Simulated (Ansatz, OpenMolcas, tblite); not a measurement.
Errors in the dipole moment

6 molecules; the dipole moment in D, computed less measured. Shapes, held fixed at every level: PBE0-D4/def2-TZVP. No vibrational averaging. Dipoles are compared by magnitude; molecules under 1 D, whose direction can flip, are left out. Programs: Ansatz 0.2.0, OpenMolcas 26.06, tblite 0.8.0. Measured values: NIST CCCBDB.

Levels: A = GFN2-xTB; B = r2SCAN-D4/def2-TZVPP; C = B3LYP/6-31G* (Cartesian functions); D = wB97M-V/def2-TZVPP.

```json
{"molecule": "AsF3 (arsenic trifluoride)", "measured": "2.59", "A": "-0.96", "B": "-0.28", "C": "-0.32", "D": "-0.06"}
{"molecule": "CHF3 (trifluoromethane)", "measured": "1.65", "A": "+0.48", "B": "-0.15", "C": "-0.26", "D": "-0.09"}
{"molecule": "CH4S (methanethiol)", "measured": "1.52", "A": "+0.80", "B": "+0.08", "C": "+0.21", "D": "-0.01"}
{"molecule": "C2H3F3 (1,1,1-trifluoroethane)", "measured": "2.32", "A": "+0.72", "B": "-0.09", "C": "-0.31", "D": "-0.04"}
{"molecule": "C2H5Br (bromoethane)", "measured": "2.03", "A": "+1.95", "B": "+0.18", "C": "+0.21", "D": "+0.10"}
{"molecule": "C3H3NO (SMILES c1cocn1)", "measured": "1.50", "A": "+0.20", "B": "+0.07", "C": "+0.05", "D": "+0.07"}
```

**Question.** Which level does best on this set, which worst, and which err to one side?

**Answer.** 
```json
{"level": "GFN2-xTB", "kind": "semi-empirical", "mean error": "+0.532", "mean absolute error": "0.852", "worst case": "C2H5Br"}
{"level": "r2SCAN-D4/def2-TZVPP", "kind": "meta-GGA", "mean error": "-0.032", "mean absolute error": "0.142", "worst case": "AsF3"}
{"level": "B3LYP/6-31G* (Cartesian functions)", "kind": "global hybrid", "mean error": "-0.070", "mean absolute error": "0.227", "worst case": "AsF3"}
{"level": "wB97M-V/def2-TZVPP", "kind": "range-separated hybrid", "mean error": "-0.005", "mean absolute error": "0.062", "worst case": "C2H5Br"}
```

On this set wB97M-V/def2-TZVPP has the smallest mean absolute error and GFN2-xTB the largest. GFN2-xTB is too high in 5 of 6; wB97M-V/def2-TZVPP is too low in 4 of 6. The levels differ in basis as well as in method. Relativity is left out for As, Br. The set is small.

The small mean errors of r2SCAN and B3LYP come largely from cancellation: both put the three fluorides too low and the other three molecules too high. A dipole measures how far charge shifts along polar bonds, partly offset or reinforced by lone pairs. In the fluorides, too little charge probably builds up on fluorine, or it is held too close to the nucleus. For B3LYP the compact basis is a likely contributor, since it has no diffuse functions to describe the outer density of fluorine and the soft lone pairs of sulfur and bromine.

GFN2-xTB fails differently. It nearly doubles the dipole of bromoethane yet falls well short for AsF3, so no single scaling would repair it. This suggests element-specific errors in charge transfer and atomic polarisation, which a minimal valence basis has little freedom to correct. In AsF3 the arsenic lone pair opposes the bond dipoles, so an error in either part shows up strongly in the remainder. The negative majority for wB97M-V consists of small deviations and doesn't establish a systematic bias.
